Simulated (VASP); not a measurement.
# SnO2 (P1) in VASP: atomic charges with PBE+dDsC

Aim: the atomic charges of SnO2 with PBE+dDsC.

Everything below comes from runs of VASP 6.6.1. Logs are shortened: lines on timing, memory, paths and dates and some standing lists are left out, and cuts for length are marked.

## (1) The cell of the first run

The typed cell holds 6 atoms: a = 3.640 Å, b = 3.640 Å, c = 6.305 Å, α = 73.22°, β = 73.22°, γ = 60.00°.

The cell comes from a database or a generator and needn't be the stable form of this composition.

## (2) Atomic charges, PBE+dDsC, spin-orbit coupling, no magnetisation (all Sn atoms moved 0.8 Å in one direction)

The input, INCAR:

```
SYSTEM = SnO2
ALGO     = Normal         ! electronic algorithm
EDIFF    = 1E-7           ! SCF threshold, eV
ENCUT    = 500            ! plane-wave cutoff, eV
GGA      = PE             ! functional
GGA_COMPAT= .False.      
ISIF     = 2              ! what is computed and relaxed
ISMEAR   = -5             ! smearing method
IVDW     = 4              ! dispersion correction
LASPH    = .True.         ! aspherical terms in the spheres
LCHARG   = .False.        ! write CHGCAR
LORBIT   = 11             ! projections on sites
LREAL    = .False.        ! projectors in reciprocal space
LSORBIT  = .True.         ! spin-orbit coupling
LWAVE    = .False.        ! write WAVECAR
MAGMOM   = 0 0 0 0 0 0 0 0 0 0 0 0 0 0 0 0 0 0 ! initial moments
NELM     = 60             ! most SCF steps
PREC     = Accurate       ! precision mode
SIGMA    = 0.05           ! smearing width, eV
```

The input, KPOINTS:

```
k-points
0
Gamma
  7 7 4
  0 0 0
```

The input, POSCAR:

```
SnO2
1.0
    0.0000000000     -2.5741500000     -2.5741500000
   -2.5741500000      0.0000000000     -2.5741500000
    2.5741500000      2.5741500000     -5.1483000000
Sn O
2 4
Cartesian
   -0.3918177554     -0.3534523921     -5.0708744846
    2.1823322446      2.2206976079     -5.0708744846
    1.4829838777      1.4638011832     -3.8999377706
   -1.0911661223     -1.1103488168     -3.8999377706
    1.4829838777      1.4638011832     -6.4740877706
   -1.0911661223     -1.1103488168     -6.4740877706
```

Potentials or basis: VASP PAW PBE potentials, release 64 (Sn, O).

Started as:

```bash
cat potpaw_PBE.64/Sn/POTCAR potpaw_PBE.64/O/POTCAR > POTCAR
mpirun -np 1 vasp_ncl > vasp.out
```

OUTCAR:

```text
SYSTEM = SnO2
   EDIFF = 1E-7
   ENCUT = 500
   GGA = PE
   ISIF = 2
   ISMEAR = -5
   IVDW = 4
   LASPH = .True.
   LORBIT = 11
   LREAL = .False.
   LSORBIT = .True.
   NELM = 60
   PREC = Accurate
  IVDW =   4

 ion  position               nearest neighbor table
   1  0.557  0.572  0.420-   4 1.56   6 1.74   6 2.27   6 2.34   3 2.40   3 2.46   3 2.86   2 3.64
                             2 3.64   2 3.64   2 3.64   2 3.64   2 3.64
   2  0.057  0.072  0.920-   3 1.56   5 1.74   5 2.27   5 2.34   4 2.40   4 2.46   4 2.86   1 3.64
                             1 3.64   1 3.64   1 3.64   1 3.64   1 3.64
   3  0.096  0.089  0.665-   2 1.56   1 2.40   1 2.46   1 2.86
   4  0.596  0.589  0.165-   1 1.56   2 2.40   2 2.46   2 2.86
   5  0.346  0.339  0.915-   2 1.74   2 2.27   2 2.34
   6  0.846  0.839  0.415-   1 1.74   1 2.27   1 2.34

  LATTYP: Found a trigonal (rhomboedric) cell.
 ALAT       =     6.3053540214
 COS(alpha) =     0.8333333333

  Lattice vectors:

 A1 = (   2.5741500000,   5.1483000000,  -2.5741500000)
 A2 = (   5.1483000000,   2.5741500000,  -2.5741500000)
 A3 = (   2.5741500000,   2.5741500000,  -5.1483000000)

Analysis of symmetry for initial positions (statically):
=====================================================================
 Subroutine PRICEL returns following result:

  LATTYP: Found a face centered cubic cell.
 ALAT       =     5.1483000000
[... 12 lines left out ...]
 Subroutine GETGRP returns: Found  1 space group operations
 (whereof  1 operations were pure point group operations)
 out of a pool of 12 trial point group operations.

The static configuration has the point symmetry C_1 .

Analysis of symmetry for dynamics (positions and initial velocities):
=====================================================================
 Subroutine PRICEL returns following result:

  LATTYP: Found a face centered cubic cell.
 ALAT       =     5.1483000000
[... 12 lines left out ...]
 Subroutine GETGRP returns: Found  1 space group operations
 (whereof  1 operations were pure point group operations)
 out of a pool of 12 trial point group operations.

The dynamic configuration has the point symmetry C_1 .

Analysis of structural, dynamic, and magnetic symmetry:
=====================================================================
 Subroutine PRICEL returns following result:

[... 1267 lines left out ...]
      direct lattice vectors                 reciprocal lattice vectors
     0.000000000 -2.574150000 -2.574150000     0.097119437 -0.291358312 -0.097119437
    -2.574150000  0.000000000 -2.574150000    -0.291358312  0.097119437 -0.097119437
     2.574150000  2.574150000 -5.148300000     0.097119437  0.097119437 -0.097119437

 POSITION                                       TOTAL-FORCE (eV/Angst)
 -----------------------------------------------------------------------------------
     -0.39182     -0.35345     -5.07087        11.436244     12.215764     -7.274944
      2.18233      2.22070     -5.07087        11.436244     12.215764     -7.274944
      1.48298      1.46380     -3.89994        -8.172735     -8.821151     13.577119
     -1.09117     -1.11035     -3.89994        -8.172735     -8.821151     13.577119
      1.48298      1.46380     -6.47409        -3.263509     -3.394613     -6.302174
     -1.09117     -1.11035     -6.47409        -3.263509     -3.394613     -6.302174
 -----------------------------------------------------------------------------------
    total drift:                                0.000068     -0.000588      0.000073

  FREE ENERGIE OF THE ION-ELECTRON SYSTEM (eV)
  ---------------------------------------------------
  free  energy   TOTEN  =       -27.5407547359 eV

  energy  without entropy=      -27.5407547359  energy(sigma->0) =      -27.54075474

 Spin-Orbit-Coupling matrix elements

 Ion:    1  E_soc:     -0.0522407
 l=   1
     0.0000000    -0.0088869    -0.0070020
    -0.0088869     0.0000000    -0.0088785
    -0.0070020    -0.0088785     0.0000000
 l=   2
     0.0000000    -0.0000454     0.0000000    -0.0000414    -0.0002166
    -0.0000454     0.0000000    -0.0003826    -0.0001238    -0.0001016
     0.0000000    -0.0003826     0.0000000    -0.0003531     0.0000000
    -0.0000414    -0.0001238    -0.0003531     0.0000000    -0.0000885
    -0.0002166    -0.0001016     0.0000000    -0.0000885     0.0000000
 l=   3
     0.0000000     0.0000000     0.0000000     0.0000000     0.0000000     0.0000000     0.0000000
     0.0000000     0.0000000     0.0000000     0.0000000     0.0000000     0.0000000     0.0000000
     0.0000000     0.0000000     0.0000000     0.0000000     0.0000000     0.0000000     0.0000000
     0.0000000     0.0000000     0.0000000     0.0000000     0.0000000     0.0000000     0.0000000
[... 89 lines left out ...]
 l=   2
     0.0000000     0.0000000     0.0000000     0.0000000     0.0000000
     0.0000000     0.0000000     0.0000000     0.0000000     0.0000000
     0.0000000     0.0000000     0.0000000     0.0000000     0.0000000
     0.0000000     0.0000000     0.0000000     0.0000000     0.0000000
     0.0000000     0.0000000     0.0000000     0.0000000     0.0000000
 l=   3
     0.0000000     0.0000000     0.0000000     0.0000000     0.0000000     0.0000000     0.0000000
     0.0000000     0.0000000     0.0000000     0.0000000     0.0000000     0.0000000     0.0000000
     0.0000000     0.0000000     0.0000000     0.0000000     0.0000000     0.0000000     0.0000000
     0.0000000     0.0000000     0.0000000     0.0000000     0.0000000     0.0000000     0.0000000
     0.0000000     0.0000000     0.0000000     0.0000000     0.0000000     0.0000000     0.0000000
     0.0000000     0.0000000     0.0000000     0.0000000     0.0000000     0.0000000     0.0000000
     0.0000000     0.0000000     0.0000000     0.0000000     0.0000000     0.0000000     0.0000000

 total charge

# of ion       s       p       d       tot
------------------------------------------
    1        1.243   2.244   1.186   4.674
    2        1.243   2.244   1.186   4.674
    3        1.610   3.696   0.000   5.307
    4        1.610   3.696   0.000   5.307
    5        1.585   3.559   0.000   5.144
    6        1.585   3.559   0.000   5.144
--------------------------------------------------
tot          8.877  18.998   2.373  30.247

 magnetization (x)

# of ion       s       p       d       tot
------------------------------------------
    1        0.000   0.000   0.000   0.000
    2        0.000   0.000   0.000   0.000
    3        0.000  -0.000   0.000  -0.000
    4        0.000  -0.000   0.000  -0.000
    5        0.000  -0.000   0.000  -0.000
    6        0.000  -0.000   0.000  -0.000
--------------------------------------------------
tot          0.000  -0.000   0.000   0.000

 magnetization (y)

# of ion       s       p       d       tot
------------------------------------------
    1       -0.000  -0.000   0.000  -0.000
    2       -0.000  -0.000   0.000  -0.000
    3        0.000  -0.000   0.000   0.000
    4        0.000  -0.000   0.000   0.000
    5       -0.000   0.000   0.000  -0.000
    6       -0.000   0.000   0.000  -0.000
--------------------------------------------------
tot         -0.000   0.000   0.000   0.000

 magnetization (z)

# of ion       s       p       d       tot
------------------------------------------
    1        0.000   0.000   0.000   0.000
    2        0.000   0.000   0.000   0.000
    3       -0.000  -0.000   0.000  -0.000
    4       -0.000  -0.000   0.000  -0.000
    5       -0.000  -0.000   0.000  -0.000
    6       -0.000  -0.000   0.000  -0.000
--------------------------------------------------
tot         -0.000  -0.000   0.000  -0.000
```

stdout:

```text
POSCAR found type information on POSCAR SnO
 POSCAR found :  2 types and       6 ions
 scaLAPACK will be used
 LDA part: xc-table for (Slater+PW92), standard interpolation
 -----------------------------------------------------------------------------
[... 41 lines left out ...]
 soft         electrons   31.1960371612179
 total        electrons   32.0107591965041
 augmentation electrons -7.090362887039713E-009
 soft         electrons  6.915087686166434E-009
 total        electrons -1.752752008732793E-010
 augmentation electrons  3.798437359160402E-009
 soft         electrons -3.719517655962100E-009
 total        electrons  7.891970319830116E-011
 augmentation electrons -5.921057952680470E-009
 soft         electrons  5.750285581029857E-009
 total        electrons -1.707723716506135E-010
 translations:           2           2           1
```

Wall time 12 min (1 thread of AMD EPYC 9R45 (Zen 5), shared host); peak memory 0.78 GiB.

Results:

```yaml
Free_energy: -27.5408 eV
Pressure: 60.9 GPa
Largest_force: 18.247 eV/Å
Valence_electrons_inside_the_program's_atomic_spheres: Sn 4.67; O 5.31, 5.14
Hirshfeld_charges: Sn +0.93; O -0.50, -0.43 e
Dispersion_energy_per_atom: -0.216 eV
```

Forces in eV/Å, atoms in the order of the input:
```
Sn  11.436 12.216 -7.275
Sn  11.436 12.216 -7.275
O   -8.173 -8.821 13.577
O   -8.173 -8.821 13.577
O   -3.264 -3.395 -6.302
O   -3.264 -3.395 -6.302
```

Caveat: a pressure of tens of GPa on the cell as given is suspect, and the run, the potentials or the cell itself is likely at fault; forces of over 1 eV/Å show positions far from the minimum, so gaps and moduli don't describe the material at rest.
